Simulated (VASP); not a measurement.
Input of a VASP 6.6.1 run:

File INCAR:

```
  ALGO = Fast
  EDIFF = 1E-7
  ENCUT = 520
  GGA = RP
  ISIF = 2
  ISMEAR = -1
  LASPH = T
  LCHARG = F
  LREAL = F
  LWAVE = F
  NBANDS = 8
  NELM = 60
  PREC = Accurate
  SIGMA = 0.1
```

The input KPOINTS:

```
k-points
0
Gamma
  13 13 13
```

POSCAR

```
Sb
1.0
    0.0000000000      2.3798262182      2.3798262182
    2.3798262182      0.0000000000      2.3798262182
    2.3798262182      2.3798262182      0.0000000000
Sb
1
Direct
    0.0000000000      0.0000000000      0.0000000000
```

Potentials or basis: VASP PAW PBE potentials, release 64 (Sb).

The run is started by

```console
$ cat potpaw_PBE.64/Sb/POTCAR > POTCAR
$ mpirun -np 1 vasp_std > vasp.out
```

Question: Estimate the band gap on the k mesh.

Answer: None (metal or under the smearing width).

Question: What does it give for the pressure?

Answer: 2.3 GPa.

Caveat: the PAW data sets were made with another functional, which shifts forces and pressure a little. Spin-orbit coupling is left out, which matters for the levels of Sb.
